**Q:** I have zinc-blende silicon carbide at eight volumes, and I want to know how its band gap responds to stretching. The gap rises from each row to the next. May I draw one smooth curve through the whole column and read off the slope?

Ansatz 0.2.0, HSE06 with plane waves and PAW, for zinc-blende SiC: cutoff 420 eV, 8×8×8 k mesh, fixed occupations, no spin polarisation or spin–orbit coupling. Geometries are from r2SCAN, unstrained at 10.332 Å³/atom, biaxially strained at 10.268 and hydrostatically strained in the other rows. Gaps are the least over the mesh, named k points and paths between them.

```csv
volume (Å³/atom),shortest distance (Å),band gap (eV),least direct gap (eV)
10.268,1.882,2.206,5.725
10.332,1.886,2.227,5.720
10.715,1.909,2.247,5.667
10.897,1.920,2.256,5.642
11.075,1.930,2.264,5.616
11.393,1.949,2.278,5.571
11.623,1.962,2.286,5.539
11.879,1.976,2.294,5.502
```

**A:** Compare the first two steps before you draw it. How much does the volume change in each, and how much does the gap gain?

**Q:** In the first step the volume grows by 0.6 % and the gap gains 21 meV. In the second the volume grows by 3.7 %, yet the gap gains about the same. The column has a sharp bend at its second row.

**A:** So we need to know which rows belong together. The cell shapes settle that. From 10.332 Å³ per atom upwards the cells are cubic, the first of them unstrained and the others stretched equally along all axes. The row at 10.268 is tetragonal: two cube axes are 0.31 % shorter than in the unstrained cell, and the third has kept its length.

**Q:** I would never have guessed that from the shortest distance.

**A:** You couldn't have. In this distortion the four bonds of each atom stay equal, and for so small a strain their length depends on the volume alone. A cubic cell of the same volume would have the same bond length to within 0.001 Å. Two numbers that describe size can't reveal a change of shape.

**Q:** Then let me first understand the cubic rows. Why does the gap widen when the bonds get longer? I thought that weaker bonds meant smaller gaps.

**A:** That is what the least direct gap does. It lies at X, the point on the zone boundary along a cube axis, and it shrinks as the cell expands, though slowly. Between 10.332 and 11.623 Å³ per atom it loses 0.18 eV, while the levels of the same runs show the direct gap at Γ falling from 7.53 to 6.07 eV. Your rule works strongly at the zone centre and only weakly at X, so the least direct gap is expected to move to Γ not far beyond the largest cell. The smallest gap is indirect: it runs from the valence top at Γ, the zone centre, to the conduction minimum at X. In a cubic row it is therefore the direct gap at X less the amount by which the top valence band falls between Γ and X.

**Q:** And that fall shrinks too?

**A:** It shrinks by more. Between the unstrained and the largest cell the direct gap loses 218 meV, but the valence fall loses 285 meV. The indirect gap gains the difference, 67 meV. It rises, then, because the valence band narrows faster than the direct gap closes. This accounts for the sign, but it doesn't explain why the one outpaces the other.

**Q:** Can I estimate the narrowing without a band calculation?

**A:** Fairly well for this particular fall, though not for the band everywhere. The width of such a band comes from electrons hopping between neighbours, and a common rule lets the hopping strength scale as $1/d^2$, where $d$ is the shortest distance. Suppose the valence fall is simply proportional to the hopping, which neglects the difference in orbital energy between silicon and carbon. Then the 3.493 eV of the unstrained cell should become 3.182 eV in the largest one, and the calculation gives 3.208 eV. The fall of the same band to L, the zone boundary along a body diagonal, obeys the rule much less well: it goes from 1.154 to 1.124 eV between 10.332 and 11.623 Å³ per atom, where the rule asks for 1.067 eV. The rule doesn't supply the change of the direct gap, so it can't by itself give the sign of the change in the indirect gap.

**Q:** Now the tetragonal row. Part of its low gap must simply be due to its smaller volume.

**A:** Yes, and that part can be worked out. As long as the cell stays cubic and the band edges stay at Γ and X, as they do in all seven cubic rows, the gap $E_g$ depends smoothly on one variable, the volume $V$. A short series is then enough:

$$E_g = E_0 + a\,x + b\,x^2,\qquad x=\ln(V/V_0).$$

Here $V_0$ is the unstrained volume and $a$ is the deformation potential, the slope of the gap at $V_0$. The three constants were fitted to the seven cubic rows, which the curve meets to better than 1 meV. The tetragonal row had no part in the fit.

**Q:** Let me do it. With $a=0.594$ eV,

$$x=\ln(10.268/10.332)=-0.0062,\qquad a\,x=-0.0037\ \text{eV}.$$

The squared term is far below 1 meV. A cubic cell of this volume should have a gap of $2.227-0.004=2.223$ eV, and the run gives 2.206 eV. That leaves 17 meV which the volume doesn't explain.

**A:** That is the break. The curve had to be continued slightly below the smallest cubic cell, but only by 0.6 % in volume. The break is more than twenty times the largest misfit among the cubic rows. The printed output after this text gives the fits and the sizes of the breaks.

**Q:** Why should a change of shape lower the gap at all? Some directions get shorter and others, relative to the average, get longer. I would expect the effects to cancel.

**A:** They cancel in the average over equivalent levels, but a gap isn't an average. Take a simpler system, one particle in a cubic box. Its first excited level is threefold, because the extra node of the wave can lie across any of the three axes. Now change the sides by small fractions $e_x$, $e_y$, $e_z$ that add up to zero, so that the volume stays the same.

**Q:** The energy along each side goes as $n^2/L^2$, where $n$ is the quantum number and $L$ the length of that side. Each side therefore shifts a level in proportion to $-2n^2e$. Over the three states, every side has $n=2$ once and $n=1$ twice, so the shifts add up to $-12(e_x+e_y+e_z)=0$. The mean stays put, but the three levels no longer all coincide.

**A:** The same symmetry argument holds in the crystal. Without spin–orbit coupling the valence top at Γ is threefold, and there are three equivalent conduction minima, one at the X point of each cube axis. Unequal strain along the cube axes splits both sets about their means. The gap is measured from the highest valence level to the lowest conduction level, so it is squeezed from both sides.

**Q:** How far does the box carry over?

**A:** Only as far as the splitting about a fixed mean. It can't tell you which of the three minima goes down, or by how much, because that depends on the bonding in the crystal. The calculation does answer the first question: in the tetragonal row the conduction minimum sits at the X point of a shortened axis.

**Q:** Can we see the squeeze from both sides, rather than only the total?

**A:** We can estimate it, with one step of argument. Level energies in a periodic crystal have no vacuum level as their zero, so comparing them between cells is risky in general. But suppose we distort a cubic cell at fixed volume, singling out $x$, $y$ or $z$ in turn. By symmetry the zero must shift equally each time, while the three distortions add up to none at all, so to first order it doesn't shift.

**Q:** So I may compare the levels with those of a cubic cell of equal volume.

**A:** Yes, again by continuing a smooth curve through the cubic rows. The valence top then lies about 7 meV higher and the conduction minimum about 10 meV lower, each uncertain by about 1 meV because the volumes are rounded. Their sum had to match the break, so it tests nothing. The useful result is that both edges have moved into the gap, as the splitting requires.

**Q:** Would a real crystal show the same shares?

**A:** Not necessarily on the valence side. Spin–orbit coupling, which these runs leave out, already splits the valence top of silicon carbide by very roughly 10 meV. That is as large as the shift we have just found, so the two effects would mix. The conduction share should be much less affected.

**Q:** Does the least direct gap break its pattern too?

**A:** By much less: it lies 4 meV below its own cubic curve. In the tetragonal row it is found at the X point of the unshortened axis, whereas the conduction minimum belongs to a shortened one. The two gap columns then refer to different X points, and their difference is no longer the valence fall we used for the cubic rows.

**Q:** Suppose I only need the change of gap when the crystal expands equally in all directions. How badly would the first two rows mislead me?

**A:** They give a slope of 3.38 eV per unit of $\ln V$, nearly six times the cubic value at the same volume. For a volume increase of 1 % you would expect the gap to widen by 34 meV instead of 6 meV. The error comes from charging a change of shape to the volume. For equal stretching along all axes, take the slope from the cubic rows.

**Q:** And for a film whose two in-plane axes are stretched instead of shortened?

**A:** Treat the strain as two separate changes and add their effects. The volume grows, which widens the gap a little. The shape changes as well, and for small strains its splitting narrows the gap whether the two axes are stretched or shortened, because some level always moves up from the valence top and some level always moves down from the conduction minimum. That second sign follows from the symmetry argument; the table holds only one tetragonal cell, with shortened axes, so the stretched case remains a prediction. Its size need not mirror the 17 meV. Here two conduction minima went down, so the third must have risen by about twice as much, and on stretching it is that one which is expected to come down. Our cell also kept its third axis fixed, whereas a free film contracts along it, which makes the volume part smaller and the shape part larger.

Output of the analysis:

```
fit of band_gap on 7 rows (cubic == 1): constant 2.227 +/- 0.00044, coefficient of x 0.5944 +/- 0.014, coefficient of x2 -0.7879 +/- 0.092; rms 0.000352, worst 11.393 -0.000669, leave-one-out rms 0.00104
  rows outside the fit (model, value, miss): 10.268 2.223, 2.206, 0.017
fit of least_direct_gap on 7 rows (cubic == 1): constant 5.72 +/- 0.00041, coefficient of x -1.424 +/- 0.013, coefficient of x2 -0.994 +/- 0.086; rms 0.000328, worst 10.897 -0.000539, leave-one-out rms 0.00057
  rows outside the fit (model, value, miss): 10.268 5.729, 5.725, 0.00392
fit of vtop on 7 rows (cubic == 1): constant 8.888 +/- 0.00029, coefficient of x -12.24 +/- 0.0092, coefficient of x2 4.282 +/- 0.062; rms 0.000237, worst 11.075 -0.00045, leave-one-out rms 0.00041
  rows outside the fit (model, value, miss): 10.268 8.965, 8.972, -0.00748
break of the gap in the tetragonal row, computed less cubic curve (meV): -17.03
largest misfit of the gap among the cubic rows (meV): 0.6691
break of the least direct gap in the tetragonal row (meV): -3.915
shift of the valence top against a cubic cell of equal volume (meV): 7.482
shift of the conduction minimum against a cubic cell of equal volume (meV): -9.547
strain of the third axis in the tetragonal row (percent): -0.0003982
gap step from the tetragonal row to the unstrained row (meV): 21
part of that step due to volume by the cubic curve (meV): 3.724
apparent gap slope per unit of ln V from the first two rows (eV): 3.38
apparent slope over the cubic slope at the unstrained volume: 5.686
rise of the gap from unstrained to largest cubic cell (meV): 67
change of the least direct gap over the same range (meV): -218
valence fall from Gamma to X, unstrained cell (eV): 3.493
valence fall from Gamma to X, largest cell (eV): 3.208
the same for the largest cell if it scaled as 1/d squared (eV): 3.182
largest departure of the bond length from that of a cubic cell of equal volume (angstrom): 0.0003907
```
